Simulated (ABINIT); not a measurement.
**SnTe: relaxation of cell and atoms with LDA**

SnTe:

```
Te Sn
1.0
     0.00000    3.61115    3.61115
     3.61115    0.00000    3.61115
     3.61115    3.61115    0.00000
Te Sn
1 1
Direct
  0.25000 0.25000 0.25000
  0.00000 0.00000 0.00000
```

Measurements of this composition are mostly on another form, of space group No. 225.

- Program: ABINIT 10.8.3 (patched build)
- Task: relaxation of cell and atoms
- Functional: LDA
- Potentials or basis: PseudoDojo NC SR LDA v0.4.1 standard
- Cutoff: 1088 eV
- k mesh: 5 × 5 × 5
- Occupations: fermi-dirac, width 0.05 eV
- Spin: no spin polarisation
- Cell freedom (optcell): 2
- Optimiser (ionmov): 2
- Cutoff smearing ecutsm (Ha): 0.5
- Force stop (Ha/bohr): 2e-05

* Relaxed volume: 42.91 Å³/atom
* Relaxed cell: a = 4.951 Å, b = 4.951 Å, c = 4.951 Å, α = 60.00°, β = 60.00°, γ = 60.00°
* Space group after relaxing (to 0.05 Å): F-43m (No. 216)
* Energy gained by relaxing: 30.2 meV/atom
* Ionic steps: 4
* Pressure after relaxing: 0.0 GPa
* Band gap on the k mesh: 0.12 eV, indirect (least direct gap 0.70 eV)

The path:
```csv
step,energy change (eV),largest force (eV/Å),pressure (GPa),volume (Å³)
1,0.0000,0.0000,-2.18,94.18
2,-0.0083,0.0000,-2.04,93.55
3,-0.0602,0.0000,0.15,85.31
4,-0.0605,0.0000,-0.01,85.81
```

Final structure:
```
Te Sn
1.0
     0.00000    3.50082    3.50082
     3.50082    0.00000    3.50082
     3.50082    3.50082    0.00000
Te Sn
1 1
Direct
  0.25000 0.25000 0.25000
  0.00000 0.00000 0.00000
```

Run time: 5.1 min on 1 thread of Arm Neoverse V1, with other jobs on the host, peak memory 0.14 GiB.

Caveat: spin-orbit coupling is left out, which moves the levels of the heavy elements; an odd mesh through Γ misses points on the zone boundary, where band edges often lie.
